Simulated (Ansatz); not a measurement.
Input:

BeO:
```cif
data_Be2O2
_chemical_formula_sum 'Be2 O2'
_space_group_name_H-M_alt 'P 1'
_space_group_IT_number 1
_cell_length_a 2.66460
_cell_length_b 2.66460
_cell_length_c 4.32926
_cell_angle_alpha 90.000
_cell_angle_beta 90.000
_cell_angle_gamma 120.000
loop_
_space_group_symop_operation_xyz
  'x, y, z'
loop_
_atom_site_label
_atom_site_type_symbol
_atom_site_fract_x
_atom_site_fract_y
_atom_site_fract_z
_atom_site_occupancy
Be1 Be 0.33333 0.66667 0.99998 1
Be2 Be 0.66667 0.33333 0.49998 1
O1 O 0.33333 0.66667 0.37752 1
O2 O 0.66667 0.33333 0.87752 1
```

This is the LDA-relaxed structure.

All from the program Ansatz at the LDA level (PAW), unless another level is named. Give the valence-band maximum.

at Γ.

Predict the weight of the valence-edge state by species (Voronoi cells).

O 90 %, Be 10 %.

Next, the weight of the conduction-edge state by species (Voronoi cells)?

O 54 %, Be 46 %.

Space group P6_3mc (wurtzite). Symmetry was held in the LDA relaxation; phonons on a q-mesh show no instability.

Potentials: the later of the program's two PAW sets.
